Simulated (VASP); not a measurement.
**Rh: single point with PBE**

The system is Rh.

```
CELL_PARAMETERS angstrom
1.35773 0.78388 6.61475
-1.35773 0.78388 6.61475
0.00000 -1.56777 6.61475
ATOMIC_POSITIONS crystal
Rh 0.00000 0.00000 0.00000
Rh 0.22261 0.22261 0.22261
Rh 0.77739 0.77739 0.77739
```

The cell was built by a generator and needn't be a form met in nature.

```yaml
Program: VASP 6.6.1
Task: single point
Functional: PBE
Potentials_or_basis: VASP PAW PBE potentials, release 64 (Rh_pv)
Cutoff: 520 eV
k_mesh: 9 × 9 × 9
Occupations: gaussian, width 0.1 eV
Spin: no spin polarisation
```

```
Pressure               : 0.0 GPa
Band gap on the k mesh : none (metal or under the smearing width)
```

Forces on the atoms (eV/Å):
```
Rh   0.000  0.000  0.000
Rh   0.000  0.000  0.003
Rh   0.000  0.000 -0.003
```

Levels at points of the mesh, in eV from the Fermi level:
```
           k point  band 21  band 22  band 23  band 24  band 25  band 26
(0.00, 0.00, 0.00)    -1.87    -1.45    -1.45    -0.23    -0.23     0.07
```

Wall time 4.8 min on 1 thread of Intel(R) Xeon(R) 6975P-C (Granite Rapids), on a shared host, peak memory 0.42 GiB.
